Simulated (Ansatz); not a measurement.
**Moving the functional in SnSe**

The structure is cubic, space group Fm-3m (No. 225). The conventional cell has a = 6.020 Å, b = 6.020 Å, c = 6.020 Å, α = 90.00°, β = 90.00°, γ = 90.00°. Sn (site symmetry m-3m) has 6 Se at 3.01 Å as nearest neighbours. Se (site symmetry m-3m) has 6 Sn at 3.01 Å as nearest neighbours.

Measurements of this composition are mostly on another form, of space group No. 62.

Kept alike: task single point; k mesh 6 × 6 × 6; occupations fermi-dirac, width 0.05 eV; no spin polarisation. Program: Ansatz, PAW datasets made for the crystal. Cutoffs run from 240 to 270 eV. The mesh is that of the run's cell of 2 atoms. No spin-orbit coupling.

```csv
functional,band gap (eV),pressure (GPa)
HSE06,0.399,-0.59
PBE0,0.628,-0.49
PBEsol,0.644,-2.26
```

Pressure is positive in compression, with a Pulay correction for the finite cutoff. Spin-orbit coupling, left out here, moves the band edges of heavy atoms and can close or invert small gaps. A gap read on the mesh alone can miss an edge between its points.

What does the functional change here?

The band gap runs from 0.399 (HSE06) to 0.644 eV (PBEsol). The pressure runs from -2.26 (PBEsol) to -0.49 GPa (PBE0).

The gap does not follow the usual order, in which exact exchange widens it: PBEsol gives the largest value, and HSE06 falls well below it. A likely reason is band inversion at L, for which rock-salt SnSe is known. There the Sn s–Se p antibonding state and the Sn p state exchange places, so a correction that raises the conduction state relative to the valence state first shrinks the inverted separation and only then opens a normal gap. PBE0, with its unscreened long-range exchange, pushes further in the same direction than HSE06, which fits its larger gap if the order is already normal in both hybrids. The gap sizes alone can't confirm this, as they carry no sign or orbital character.

The negative pressures mean that all three functionals favour a smaller cubic cell, PBEsol most strongly. This fits its design for solids, whereas both hybrids inherit PBE's tendency towards longer bonds. The near agreement between the hybrids suggests that the range of the exact exchange matters little for the cell size.
